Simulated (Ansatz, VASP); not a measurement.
## One calculation of Sn, two programs

Contents of INCAR:

```
SYSTEM = Sn
PREC     = Accurate       ! precision mode
ENCUT    = 520            ! plane-wave cutoff, eV
EDIFF    = 1E-7           ! SCF threshold, eV
ISMEAR   = 0              ! smearing method
SIGMA    = 0.1            ! smearing width, eV
LREAL    = .FALSE.        ! projectors in reciprocal space
LASPH    = .TRUE.         ! aspherical terms in the spheres
NELM     = 80             ! most SCF steps
ALGO     = Fast           ! electronic algorithm
ISIF     = 2              ! what is computed and relaxed
LWAVE    = .FALSE.        ! write WAVECAR
LCHARG   = .FALSE.        ! write CHGCAR
GGA      = PE             ! functional
NBANDS   = 36             ! bands
```

File KPOINTS:

```
Automatic mesh
0
G
  6 6 6
  0 0 0
```

The input POSCAR:

```
Sn
1.0
    0.0000000000      2.9964506900      5.2307448649
    2.7287529927      0.0000000000      5.2307448649
    2.7287529927      2.9964506900      0.0000000000
Sn
4
Direct
    0.7273942800      0.2726057200      0.7273942800
    0.2726057200      0.7273942800      0.2726057200
    0.7797693000      0.7797693000      0.2202307000
    0.2202307000      0.2202307000      0.7797693000
```

Input for Ansatz:

```yaml
crystal:
  lattice:
    - [0.0, 2.99645069, 5.2307448649]
    - [2.7287529927, 0.0, 5.2307448649]
    - [2.7287529927, 2.99645069, 0.0]
  atoms:
    - { symbol: Sn, position: [0.72739428, 0.27260572, 0.72739428] }
    - { symbol: Sn, position: [0.27260572, 0.72739428, 0.27260572] }
    - { symbol: Sn, position: [0.7797693, 0.7797693, 0.2202307] }
    - { symbol: Sn, position: [0.2202307, 0.2202307, 0.7797693] }
basis:
  ecutwfc: 420
kpoints:
  mp_grid: { grid: [6, 6, 6] }
hamiltonian:
  xc: pbe
scf:
  occupations: { method: gaussian, width: 0.1 }
output:
  forces: true
  stress: true
  eigenvalues: true
```

Alike in both runs: task single point; functional PBE; k mesh 6 × 6 × 6; occupations gaussian, width 0.1 eV; no spin polarisation.

```csv
,VASP,Ansatz
version,VASP 6.6.1,Ansatz 0.2.0
potentials or method,"VASP PAW PBE potentials, release 64 (Sn_d)","scalar-relativistic, plane waves, PAW"
plane-wave cutoff (eV),520,420
valence electrons in the cell,56,56
```

VASP gave:

* gap on the k mesh at the Fermi level (eV): none
* pressure (GPa): 27.6
* largest component of the traceless stress (GPa): 3.04
* rms of the force components (eV/Å): 0.252

Estimate Ansatz's values.

gap on the k mesh at the Fermi level (eV): none; pressure (GPa): 27.7; largest component of the traceless stress (GPa): 3.04; rms of the force components (eV/Å): 0.252.

Atom by atom the forces differ by 0.000 eV/Å (rms over components). A gap of «none» marks a metal or a gap that the smearing closes. The functional is the same, so the differences come from potentials, cutoffs and numerics.

Caveats: so large a pressure means that the cell lies far from this level's equilibrium, or that cutoff or potentials fall short (VASP).
